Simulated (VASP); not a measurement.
**VASP 6.6.1 run: SrCl₂**

INCAR

```
EDIFF = 1E-8
NSW = 0
ISMEAR = -1
LCHARG = .FALSE.
NBANDS = 19
LWAVE = .FALSE.
SIGMA = 0.02
LASPH = .TRUE.
IBRION = -1
GGA = PE
ISIF = 2
MAGMOM = -3 3 -3
PREC = Accurate
ENCUT = 520
NELM = 120
LREAL = .FALSE.
ISPIN = 2
```

KPOINTS

```
KPOINTS created by Atomic Simulation Environment
0
Gamma
6 6 6
0 0 0
```

POSCAR

```
Sr Cl
 1.0000000000000000
    -0.0000000000000000    3.4977180852531600    3.4977180852531600
     3.4977180852531600    0.0000000000000000    3.4977180852531600
     3.4977180852531600    3.4977180852531600    0.0000000000000000
 Sr  Cl
   1   2
Cartesian
  0.0000000000000000 -0.0000000000000000 -0.0000000000000000
  1.7488590426265800  1.7488590426265800  1.7488590426265800
  5.2465771278797408  5.2465771278797408  5.2465771278797408
```

The recommended PBE PAW datasets give the neutral cell 24 valence electrons.

Command

```
mpirun -np 1 vasp_std
```

OSZICAR

```
N       E                     dE             d eps       ncg     rms          rms(c)
DAV:   1     0.145565768586E+03    0.14557E+03   -0.11115E+04  1216   0.111E+03
DAV:   2     0.182622929943E+01   -0.14374E+03   -0.13921E+03  1581   0.220E+02
DAV:   3    -0.741508405283E+01   -0.92413E+01   -0.92133E+01  1676   0.561E+01
DAV:   4    -0.772851563061E+01   -0.31343E+00   -0.31299E+00  1986   0.850E+00
DAV:   5    -0.773103476858E+01   -0.25191E-02   -0.25188E-02  1671   0.816E-01    0.217E+01
DAV:   6    -0.124554052712E+02   -0.47244E+01   -0.36810E+00  1486   0.118E+01    0.881E+00
DAV:   7    -0.127317224664E+02   -0.27632E+00   -0.93989E-01  1322   0.598E+00    0.553E+00
DAV:   8    -0.127725572422E+02   -0.40835E-01   -0.91968E-02  1521   0.211E+00    0.264E+00
DAV:   9    -0.127815240772E+02   -0.89668E-02   -0.14948E-02  1492   0.895E-01    0.679E-01
DAV:  10    -0.127845248210E+02   -0.30007E-02   -0.32689E-03  1422   0.399E-01    0.245E-01
DAV:  11    -0.127855192296E+02   -0.99441E-03   -0.80065E-04  1459   0.174E-01    0.127E-01
DAV:  12    -0.127860480760E+02   -0.52885E-03   -0.16057E-04  1411   0.798E-02    0.597E-02
DAV:  13    -0.127864459397E+02   -0.39786E-03   -0.26571E-04  1342   0.902E-02    0.152E-02
DAV:  14    -0.127864935552E+02   -0.47616E-04   -0.36059E-05  1551   0.355E-02    0.104E-02
DAV:  15    -0.127864992998E+02   -0.57446E-05   -0.32587E-06  1369   0.118E-02    0.694E-03
DAV:  16    -0.127865012539E+02   -0.19541E-05   -0.16607E-06  1450   0.780E-03    0.264E-03
DAV:  17    -0.127865015361E+02   -0.28224E-06   -0.31691E-07  1441   0.377E-03    0.110E-03
DAV:  18    -0.127865015267E+02    0.94526E-08   -0.66351E-08  1427   0.191E-03
   1 F= -.12786502E+02 E0= -.12786502E+02  d E =-.759295E-12  mag=     0.0000
```

Standard output (part)

```
POSCAR found type information on POSCAR SrCl
 POSCAR found :  2 types and       3 ions
 LDA part: xc-table for (Slater+PW92), standard interpolation
 POSCAR, INCAR and KPOINTS ok, starting setup
 WAVECAR not read
 entering main loop
```

It converged. Results: pressure 0.8 GPa; magnetic moment of the cell 0.00 μB.

For comparison, a separate PBE run of the intended cell, on usual settings and not on those above, gives a gap of 5.31 eV on its mesh and a pressure of 0.8 GPa.

The run above took about 60 s on one core of a shared host (Intel Xeon Platinum 8488C) and held 0.28 GiB at most.
